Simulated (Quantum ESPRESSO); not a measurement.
# Pb (Fd-3m) in Quantum ESPRESSO: a series of runs

The runs below take Pb through relaxation of the atoms, with PBEsol.

All numbers are computed with Quantum ESPRESSO 7.5; they aren't measurements. Logs are shortened: lines on timing, memory, paths and dates and some standing lists are left out, and cuts for length are marked.

### 1 Starting point

Symmetry: Fd-3m, No. 227, cubic system. Conventional cell: a = 6.878 Å, b = 6.878 Å, c = 6.878 Å, α = 90.00°, β = 90.00°, γ = 90.00°. Pb (site symmetry -43m) is surrounded by 4 Pb at 2.98 Å.

This isn't the form of Pb at room conditions, which is fcc.

### 2 Relaxation of the atoms, PBEsol, 37.48 Å³/atom

pw.in

```
&CONTROL
  calculation = 'relax'
  prefix = 'pwscf'
  outdir = './tmp'
  pseudo_dir = './pseudo'
  tprnfor = .true.
  tstress = .true.
  disk_io = 'low'
  nstep = 40
  forc_conv_thr = 0.0004
  etot_conv_thr = 1d-05
/
&SYSTEM
  ibrav = 0
  A = 4.76720335
  nat = 2
  ntyp = 1
  ecutwfc = 45
  ecutrho = 360
  nbnd = 21
  occupations = 'smearing'
  smearing = 'fd'
  degauss = 0.00367493
/
&ELECTRONS
  conv_thr = 4d-10
  electron_maxstep = 120
  mixing_beta = 0.5
/
&IONS
  ion_dynamics = 'bfgs'
/
ATOMIC_SPECIES
Pb   207.2000 pb_pbesol_v1.uspp.F.UPF
CELL_PARAMETERS alat
   0.0000000000    0.6925318286    0.7213873215
   0.6925318286    0.0000000000    0.7213873215
   0.6925318286    0.6925318286    0.0000000000
ATOMIC_POSITIONS alat
Pb     0.3462659143    0.3462659143    0.3606936607
Pb     0.0000000000    0.0000000000    0.0000000000
K_POINTS automatic
7 7 7 0 0 0
```

Potentials or basis: GBRV 1.5 PBEsol.

Launch:

```sh
OMP_NUM_THREADS=1 mpirun -n 2 pw.x -nk 2 -in pw.in > pw.out
```

pw.out:

```text
This program is part of the open-source Quantum ESPRESSO suite
     for quantum simulation of materials; please cite
[... 13 lines left out ...]
     --------------------
     sticks:   dense  smooth     PW     G-vecs:    dense   smooth      PW
     Sum        1993     991    297                58403    20675    3343

     Using Slab Decomposition

     bravais-lattice index     =            0
     lattice parameter (alat)  =       9.0087  a.u.
     unit-cell volume          =     505.9011 (a.u.)^3
     number of atoms/cell      =            2
     number of atomic types    =            1
     number of electrons       =        28.00
     number of Kohn-Sham states=           21
     kinetic-energy cutoff     =      45.0000  Ry
     charge density cutoff     =     360.0000  Ry
     scf convergence threshold =      4.0E-10
     mixing beta               =       0.5000
     number of iterations used =            8  plain     mixing
     energy convergence thresh.=      1.0E-05
     force convergence thresh. =      4.0E-04
     Exchange-correlation= SLA  PW   PSX  PSC
                           (   1   4  10   8   0   0   0)
     nstep                     =           40

     celldm(1)=   9.008709  celldm(2)=   0.000000  celldm(3)=   0.000000
     celldm(4)=   0.000000  celldm(5)=   0.000000  celldm(6)=   0.000000

     crystal axes: (cart. coord. in units of alat)
               a(1) = (   0.000000   0.692532   0.721387 )
               a(2) = (   0.692532   0.000000   0.721387 )
               a(3) = (   0.692532   0.692532   0.000000 )

     reciprocal axes: (cart. coord. in units 2 pi/alat)
               b(1) = ( -0.721988  0.721988  0.693109 )
               b(2) = (  0.721988 -0.721988  0.693109 )
               b(3) = (  0.721988  0.721988 -0.693109 )

     PseudoPot. # 1 for Pb read from file:
     pb_pbesol_v1.uspp.F.UPF
     Pseudo is Ultrasoft + core correction, Zval = 14.0
     Generated by new atomic code, or converted to UPF format
     Using radial grid of  899 points,  6 beta functions with:
                l(1) =   0
                l(2) =   0
                l(3) =   1
                l(4) =   1
                l(5) =   2
                l(6) =   2
     Q(r) pseudized with  6 coefficients,  rinner =    1.000   1.000   1.000
                                                       1.000   1.000

     atomic species   valence    mass     pseudopotential
     Pb               14.00   207.20000     Pb( 1.00)

     16 Sym. Ops., with inversion, found ( 8 have fractional translation)

   Cartesian axes

     site n.     atom                  positions (alat units)
         1        Pb     tau(   1) = (   0.3462659   0.3462659   0.3606937  )
         2        Pb     tau(   2) = (   0.0000000   0.0000000   0.0000000  )

     number of k points=    40  Fermi-Dirac smearing, width (Ry)=  0.0037
                       cart. coord. in units 2pi/alat
        k(    1) = (   0.0000000   0.0000000   0.0000000), wk =   0.0058309
        k(    2) = (   0.1031412   0.1031412  -0.0990156), wk =   0.0466472
        k(    3) = (   0.2062824   0.2062824  -0.1980311), wk =   0.0466472
        k(    4) = (   0.3094236   0.3094236  -0.2970467), wk =   0.0466472
        k(    5) = (   0.2062824  -0.0000000  -0.0000000), wk =   0.0233236
        k(    6) = (   0.3094236   0.1031412  -0.0990156), wk =   0.0932945
[... 32 lines left out ...]
        k(   39) = (   0.0000000  -0.0000000   0.5940934), wk =   0.0116618
        k(   40) = (  -0.1031412  -0.1031412   0.6931089), wk =   0.0233236

     Dense  grid:    58403 G-vectors     FFT dimensions: (  60,  60,  60)

     Smooth grid:    20675 G-vectors     FFT dimensions: (  40,  40,  40)

     Check: negative core charge=   -0.000002

     Initial potential from superposition of free atoms

     starting charge      27.9958, renormalised to      28.0000

     negative rho (up, down):  3.172E-02 0.000E+00
     Starting wfcs are   18 randomized atomic wfcs +    3 random wfcs

     Self-consistent Calculation

     iteration #  1     ecut=    45.00 Ry     beta= 0.50
     Davidson diagonalization with overlap
     ethr =  1.00E-02,  avg # of iterations =  5.1

     Threshold (ethr) on eigenvalues was too large:
     Diagonalizing with lowered threshold

     Davidson diagonalization with overlap
     ethr =  5.43E-05,  avg # of iterations =  4.7

     negative rho (up, down):  3.296E-02 0.000E+00

     total energy              =    -327.72528145 Ry
     estimated scf accuracy    <       0.01523895 Ry

     iteration #  2     ecut=    45.00 Ry     beta= 0.50
     Davidson diagonalization with overlap
     ethr =  5.44E-05,  avg # of iterations =  1.0

     negative rho (up, down):  3.416E-02 0.000E+00

     total energy              =    -327.72535873 Ry
     estimated scf accuracy    <       0.00260409 Ry

     iteration #  3     ecut=    45.00 Ry     beta= 0.50
     Davidson diagonalization with overlap
     ethr =  9.30E-06,  avg # of iterations =  1.9
[... 42 lines left out ...]
     iteration #  7     ecut=    45.00 Ry     beta= 0.50
     Davidson diagonalization with overlap
     ethr =  1.82E-11,  avg # of iterations =  6.2

     negative rho (up, down):  3.455E-02 0.000E+00

     total energy              =    -327.72556287 Ry
     estimated scf accuracy    <          1.0E-09 Ry

     iteration #  8     ecut=    45.00 Ry     beta= 0.50
     Davidson diagonalization with overlap
     ethr =  3.57E-12,  avg # of iterations =  4.2

     negative rho (up, down):  3.455E-02 0.000E+00

     End of self-consistent calculation

          k = 0.0000 0.0000 0.0000 (  2589 PWs)   bands (ev):

    -9.1782  -9.1782  -9.1496  -9.0847  -9.0691  -8.5753  -8.5377  -8.5377
    -8.5182  -8.4976  -3.4941   4.6644   8.4197   8.7097   8.7097  10.5863
    10.5863  10.7639  12.2110  15.7762  15.8587

          k = 0.1031 0.1031-0.0990 (  2602 PWs)   bands (ev):

    -9.2011  -9.1859  -9.1615  -9.0473  -9.0375  -8.5983  -8.5834  -8.5546
    -8.4805  -8.4767  -3.3001   3.9032   8.0919   8.2558   8.3424  10.9714
    11.0537  11.2605  13.4401  15.2274  15.6546

          k = 0.2063 0.2063-0.1980 (  2580 PWs)   bands (ev):

    -9.2286  -9.2046  -9.1538  -8.9994  -8.9939  -8.6324  -8.6231  -8.5861
    -8.4633  -8.4427  -2.7590   2.3901   7.5443   7.6026   7.8146  11.6100
    11.6712  12.7279  13.8988  15.5007  15.5436

          k = 0.3094 0.3094-0.2970 (  2572 PWs)   bands (ev):

    -9.2407  -9.2108  -9.1445  -8.9769  -8.9738  -8.6527  -8.6384  -8.6047
    -8.4586  -8.4271  -2.1019   1.1187   7.2246   7.2426   7.5100  11.7327
    11.8654  13.5479  14.9344  15.8554  15.8700

          k = 0.2063-0.0000-0.0000 (  2607 PWs)   bands (ev):

    -9.1932  -9.1932  -9.1667  -9.0537  -9.0082  -8.6506  -8.5451  -8.5291
    -8.5119  -8.4762  -3.2289   3.7531   7.5822   7.7514   9.4547   9.6937
    11.6545  12.0230  13.7482  14.4027  15.8608

          k = 0.3094 0.1031-0.0990 (  2585 PWs)   bands (ev):

    -9.2307  -9.1970  -9.1580  -9.0103  -8.9556  -8.7122  -8.5838  -8.5531
    -8.4873  -8.4407  -2.7905   2.6142   6.8246   7.1481   9.3571  10.1306
    12.3648  12.7106  14.3507  15.1913  15.8602

          k = 0.4126 0.2063-0.1980 (  2576 PWs)   bands (ev):

    -9.2594  -9.2154  -9.1196  -8.9669  -8.9335  -8.7271  -8.6341  -8.6111
    -8.4565  -8.4047  -2.1184   1.3017   6.1338   6.9001   8.9509  11.1139
    12.5562  13.0393  14.9650  15.8557  15.8574

          k =-0.2063-0.4126 0.3961 (  2580 PWs)   bands (ev):

    -9.2672  -9.2282  -9.0983  -8.9563  -8.9347  -8.7042  -8.6552  -8.6503
    -8.4358  -8.3972  -1.8098   0.8084   5.8557   7.0260   8.7380  11.5060
    12.3000  14.0614  15.3367  15.6169  15.8610

          k =-0.1031-0.3094 0.2970 (  2588 PWs)   bands (ev):

    -9.2506  -9.2313  -9.1176  -8.9857  -8.9391  -8.6953  -8.6561  -8.5972
    -8.4327  -8.4213  -2.3718   1.7122   6.0691   7.4796   8.7656  11.6578
    11.9099  12.9388  15.0059  15.0704  15.8611

          k =-0.0000-0.2063 0.1980 (  2602 PWs)   bands (ev):

    -9.2176  -9.2156  -9.1538  -9.0168  -8.9885  -8.6566  -8.6256  -8.5294
    -8.4791  -8.4436  -2.9903   3.0104   6.8886   8.0542   8.7573  11.0181
    11.3653  12.2756  14.6468  14.7473  15.1461

          k = 0.4126-0.0000-0.0000 (  2559 PWs)   bands (ev):

    -9.2221  -9.2029  -9.1790  -8.9717  -8.8840  -8.8145  -8.6086  -8.5093
    -8.4794  -8.4574  -2.4572   2.0550   6.5342   6.6156   8.9126   9.8433
    13.4155  14.0022  14.0219  15.8430  15.8658

          k = 0.5157 0.1031-0.0990 (  2567 PWs)   bands (ev):

    -9.2556  -9.2259  -9.1183  -8.9173  -8.8721  -8.8317  -8.6668  -8.5917
    -8.4407  -8.4079  -1.8269   1.0443   5.8200   6.3099   9.1471  10.0502
    13.2046  14.1922  15.8383  15.8538  16.2585

          k =-0.1031-0.5157 0.4951 (  2575 PWs)   bands (ev):

    -9.2870  -9.2393  -9.0589  -8.8797  -8.8555  -8.8345  -8.7238  -8.6597
    -8.4186  -8.3695  -1.2864   0.3228   5.1811   6.4257   9.1346  11.6096
    12.9682  13.7556  15.2428  15.8584  15.8618

          k = 0.0000-0.4126 0.3961 (  2584 PWs)   bands (ev):

    -9.2849  -9.2434  -9.0594  -8.9415  -8.8709  -8.7640  -8.7125  -8.6598
    -8.4134  -8.3762  -1.7201   0.8377   5.1946   6.8899   9.1890  12.4508
    12.5313  13.0414  14.8557  15.3271  15.8560

          k = 0.6188-0.0000-0.0000 (  2564 PWs)   bands (ev):

    -9.2395  -9.2324  -9.1064  -8.9781  -8.8541  -8.7411  -8.7246  -8.6068
    -8.4261  -8.4185  -1.2437   0.3091   5.9556   5.9802   8.7416   9.1648
    15.2081  15.6495  15.7063  15.8504  15.9297

          k =-0.0000-0.6188 0.5941 (  2577 PWs)   bands (ev):

    -9.2656  -9.2406  -9.0462  -8.9875  -8.8004  -8.7830  -8.7279  -8.6717
    -8.4144  -8.3898  -0.6426  -0.3514   5.4568   6.0121   8.9506   9.8398
    14.6027  15.0855  15.8147  15.8592  16.0499

          k = 0.0000-0.0000 0.1980 (  2586 PWs)   bands (ev):

    -9.1979  -9.1979  -9.1878  -9.0417  -8.9989  -8.6813  -8.5454  -8.5063
    -8.5063  -8.4611  -3.2434   3.6890   7.8062   7.8062   9.2189   9.9395
    11.7916  11.7916  13.6170  14.0571  15.8608

          k = 0.2063 0.2063-0.0000 (  2579 PWs)   bands (ev):
[... 59 lines left out ...]
          k =-0.1031-0.5157 0.6931 (  2579 PWs)   bands (ev):

    -9.2671  -9.2610  -9.0479  -8.9311  -8.8613  -8.7724  -8.7354  -8.6623
    -8.3970  -8.3900  -1.1557   0.1929   5.4518   5.8555   9.9459  10.0405
    13.3427  14.7117  15.8533  15.8536  16.4845

          k = 0.0000-0.4126 0.5941 (  2582 PWs)   bands (ev):

    -9.2922  -9.2667  -9.0166  -8.9076  -8.8546  -8.7780  -8.7674  -8.6885
    -8.3891  -8.3622  -0.9462  -0.0696   5.1619   5.8804  10.1297  11.7313
    12.8877  13.1533  15.7060  15.8566  15.8676

          k =-0.2063 0.6188-0.3961 (  2570 PWs)   bands (ev):

    -9.2785  -9.2408  -9.0549  -8.9232  -8.8814  -8.7806  -8.6943  -8.6736
    -8.4194  -8.3811  -1.5896   0.6871   5.3679   6.4647   9.6238  11.0505
    12.4156  13.7690  15.2588  15.8501  15.8576

          k =-0.1031 0.7220-0.4951 (  2574 PWs)   bands (ev):

    -9.2640  -9.2545  -9.0416  -8.9205  -8.8585  -8.7858  -8.7306  -8.6762
    -8.4029  -8.3930  -1.1474   0.2164   5.5129   5.8343   9.8415   9.9375
    12.8451  14.4890  15.8533  15.8564  16.7518

          k =-0.0000 0.6188-0.3961 (  2578 PWs)   bands (ev):

    -9.2843  -9.2569  -8.9977  -8.8742  -8.8454  -8.8101  -8.7802  -8.7097
    -8.3986  -8.3703  -0.9146  -0.0368   5.1527   5.9135   9.9341  11.4639
    12.5100  12.7729  15.8527  15.8558  16.3544

          k = 0.0000-0.0000 0.3961 (  2586 PWs)   bands (ev):

    -9.2371  -9.2371  -9.1902  -8.9651  -8.8583  -8.8485  -8.6216  -8.4807
    -8.4405  -8.4405  -2.5089   1.9353   6.7521   6.7521   9.2080   9.7510
    13.7001  13.7001  13.9399  15.8201  15.8641

          k =-0.3094-0.3094 0.6931 (  2589 PWs)   bands (ev):

    -9.2730  -9.2659  -9.0710  -8.9157  -8.8734  -8.7741  -8.7417  -8.6290
    -8.3905  -8.3902  -1.7117   0.7838   5.0648   7.1212   9.3479  12.5289
    12.5411  12.8752  15.2381  15.4260  15.8535

          k =-0.2063-0.2063 0.5941 (  2582 PWs)   bands (ev):
[... 23 lines left out ...]
          k = 0.0000-0.0000 0.5941 (  2562 PWs)   bands (ev):

    -9.2649  -9.2649  -9.1292  -9.0090  -8.8545  -8.7319  -8.7067  -8.5711
    -8.3908  -8.3908  -1.3403   0.1821   6.1740   6.1740   9.0057   9.2975
    15.4384  15.4384  15.6556  15.8506  15.9289

          k =-0.1031-0.1031 0.6931 (  2562 PWs)   bands (ev):

    -9.2848  -9.2692  -9.0729  -9.0208  -8.8029  -8.7879  -8.6884  -8.6357
    -8.3835  -8.3685  -0.7313  -0.4588   5.5620   6.2258   9.1632  10.1371
    14.5836  15.1861  15.7666  15.8599  15.9462

     the Fermi energy is     8.1436 ev

!    total energy              =    -327.72556288 Ry
     estimated scf accuracy    <          2.6E-11 Ry
     smearing contrib. (-TS)   =      -0.00026808 Ry
     internal energy E=F+TS    =    -327.72529480 Ry

     The total energy is F=E-TS. E is the sum of the following terms:
     one-electron contribution =    -105.84392386 Ry
     hartree contribution      =      71.27382598 Ry
     xc contribution           =    -126.16719223 Ry
     ewald contribution        =    -166.98800468 Ry

     convergence has been achieved in   8 iterations

     negative rho (up, down):  3.455E-02 0.000E+00

     Forces acting on atoms (cartesian axes, Ry/au):

     atom    1 type  1   force =     0.00000000   -0.00000000    0.00000000
     atom    2 type  1   force =    -0.00000000    0.00000000   -0.00000000

     Total force =     0.000000     Total SCF correction =     0.000000

     Computing stress (Cartesian axis) and pressure

     negative rho (up, down):  3.455E-02 0.000E+00
          total   stress  (Ry/bohr**3)                   (kbar)     P=       34.34
   0.00023639  -0.00000000  -0.00000000           34.77       -0.00       -0.00
  -0.00000000   0.00023639   0.00000000           -0.00       34.77        0.00
  -0.00000000  -0.00000000   0.00022760           -0.00       -0.00       33.48

     BFGS Geometry Optimization
     Energy error            =      3.4E-49 Ry
     Gradient error          =      4.1E-25 Ry/Bohr

     bfgs converged in   1 scf cycles and   0 bfgs steps
     (criteria: energy <  1.0E-05 Ry, force <  4.0E-04 Ry/Bohr)

     End of BFGS Geometry Optimization

     Final energy             =    -327.7255628755 Ry
Begin final coordinates

ATOMIC_POSITIONS (alat)
Pb               0.3462659143        0.3462659143        0.3606936607
Pb               0.0000000000        0.0000000000        0.0000000000
End final coordinates

=------------------------------------------------------------------------------=
   JOB DONE.
=------------------------------------------------------------------------------=
```

Run time: 20 s. Hardware: 2 MPI ranks of Arm Neoverse V2, shared host; peak memory 0.34 GiB.

Results:

* Free energy: -4458.9334 eV
* Pressure after relaxing: 3.4 GPa
* Band gap on the k mesh: none (metal or under the smearing width)

Caveat: the relaxation stopped at its first step, so nothing moved.

### 3 Relaxation of the atoms, PBEsol, 39.06 Å³/atom

pw.in, as its differences from that of step 2:

```diff
@@ -14,3 +14,3 @@
   ibrav = 0
-  A = 4.76720335
+  A = 4.81509134
   nat = 2
@@ -35,7 +35,7 @@
 CELL_PARAMETERS alat
-   0.0000000000    0.6925318286    0.7213873215
-   0.6925318286    0.0000000000    0.7213873215
-   0.6925318286    0.6925318286    0.0000000000
+   0.0000000000    0.6999285821    0.7142128389
+   0.6999285821    0.0000000000    0.7142128389
+   0.6999285821    0.6999285821    0.0000000000
 ATOMIC_POSITIONS alat
-Pb     0.3462659143    0.3462659143    0.3606936607
+Pb     0.3499642911    0.3499642911    0.3571064194
 Pb     0.0000000000    0.0000000000    0.0000000000
```

Potentials or basis: GBRV 1.5 PBEsol.

Launch:

```sh
OMP_NUM_THREADS=1 mpirun -n 2 pw.x -nk 2 -in pw.in > pw.out
```

Run time: 20 s. Hardware: 2 MPI ranks of Arm Neoverse V2, shared host; peak memory 0.36 GiB.

Results (log left out):

- Free energy: -4458.9854 eV
- Pressure after relaxing: 1.7 GPa
- Band gap on the k mesh: none (metal or under the smearing width)

Caveat: the relaxation stopped at its first step, so nothing moved.
